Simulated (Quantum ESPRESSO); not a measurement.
**MnS under changes of volume**

One of the cells (17.233 Å³/atom); the others are scaled copies at fixed shape and fractional positions:

```xyz
2
Lattice="1.8300 1.0565 2.9709 -1.8300 1.0565 2.9709 0.0000 -2.1131 2.9709" Properties=species:S:1:pos:R:3 pbc="T T T"
Mn    0.0000    0.0000    0.0000
S     0.0000    0.0000    4.4564
```

The cell is a database's computed one.

- Program: Quantum ESPRESSO 7.5
- Functional: PBE
- Potentials or basis: SSSP 1.3 efficiency PBE
- Cutoff: 884 eV
- Density cutoff: 10612 eV
- k mesh: 9 × 9 × 9
- Occupations: fermi-dirac, width 0.05 eV
- Spin: collinear spin, ferromagnetic start
- Starting moments: [4.0, 0.0] μB

| volume (Å³/atom) | energy over the lowest point (meV/atom) | pressure (GPa) | moment (μB per cell) |
| --- | --- | --- | --- |
| 16.199 | 3.79 | 1.8 | 4.47 |
| 16.543 | 0.85 | 0.8 | 4.55 |
| 16.888 | 0.00 | -0.3 | 4.62 |
| 17.233 | 1.54 | -1.4 | 4.67 |
| 17.577 | ? | ? | ? |
| 17.922 | 11.87 | -3.4 | 4.76 |
| 18.267 | 20.16 | -4.4 | 4.79 |

Q: What does the run at 17.577 Å³/atom give?

A: Energy over the lowest point 5.59 meV/atom; pressure -2.5 GPa; moment 4.71 μB per cell.

Worked out: A Birch-Murnaghan fit of order 3 (a polynomial in V^(-2/3)) to the other rows has its minimum at 16.82 Å³/atom with B0 = V·E''(V) = 53 GPa (rough, since the energies scatter) at fixed shape and positions, which overstates the stiffness. It gives 5.56 meV/atom at 17.577 Å³/atom, against the run's 5.59, and -dE/dV = -2.4 GPa, against -2.5. A parabola through the other rows of the moment, of slope 0.126 μB per Å³/atom there, gives 4.72 μB, against the run's 4.71.

Energies are extrapolated to zero smearing.

Caveats: a cell with one magnetic atom can't hold antiferromagnetic order, which such compounds often take.
